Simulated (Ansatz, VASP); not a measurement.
ZrB2: VASP beside Ansatz

File INCAR:

```
SYSTEM = ZrB2
PREC = Accurate
ENCUT = 520
EDIFF = 1E-7
ISMEAR = -1
SIGMA = 0.05
LREAL = .FALSE.
LASPH = .TRUE.
NELM = 60
ALGO = Normal
ISIF = 2
LWAVE = .FALSE.
LCHARG = .TRUE.
GGA = PE
LELF = .TRUE.
LVHAR = .TRUE.
NBANDS = 16
```

File KPOINTS:

```
Automatic mesh
0
G
  10 10 8
  0 0 0
```

File POSCAR:

```
ZrB2
1.0
    3.1909939893      0.0000000000      0.0000000000
   -1.5954969947      2.7634818581      0.0000000000
    0.0000000000      0.0000000000      3.5563980329
Zr B
1 2
Direct
    0.0000000000      0.0000000000      0.0000000000
    0.6666666667      0.3333333333      0.5000000000
    0.3333333333      0.6666666667      0.5000000000
```

Contents of input.yaml:

```yaml
crystal:
  lattice:
    - [3.1909939893, 0.0, 0.0]
    - [-1.5954969947, 2.7634818581, 0.0]
    - [0.0, 0.0, 3.5563980329]
  atoms:
    - { symbol: Zr, position: [0.0, 0.0, 0.0] }
    - { symbol: B, position: [0.6666666667, 0.3333333333, 0.5] }
    - { symbol: B, position: [0.3333333333, 0.6666666667, 0.5] }
kpoints:
  mp_grid: { grid: [10, 10, 8] }
scf:
  occupations: { method: fermi_dirac, width: 0.05 }
hamiltonian:
  xc: pbe
  pseudopotentials: { kind: all_electron, lapw: { basis_error: 0.001 } }
output:
  forces: true
  stress: true
  eigenvalues: true
```

Change from the starting cell: volume scaled by 1.02.

Alike in both runs: task single point; functional PBE; k mesh 10 × 10 × 8; occupations fermi-dirac, width 0.05 eV; no spin polarisation.

```csv
,VASP,Ansatz
version,VASP 6.6.1,Ansatz 0.2.0
potentials or method,"VASP PAW PBE potentials, release 64 (Zr_sv, B)","all-electron LAPW, scalar-relativistic"
plane-wave cutoff (eV),520,see its input
```

VASP gave:

| Quantity | Value |
| --- | --- |
| gap on the k mesh at the Fermi level (eV) | none |
| pressure (GPa) | -3.7 |
| largest component of the traceless stress (GPa) | 1.04 |

Task: What did Ansatz give for the same quantities?

Result: gap on the k mesh at the Fermi level (eV): none; pressure (GPa): -3.8; largest component of the traceless stress (GPa): 1.04.

A gap of «none» marks a metal or a gap that the smearing closes. Ansatz ran all-electron here, so the differences hold the error of VASP's frozen core and of both bases.
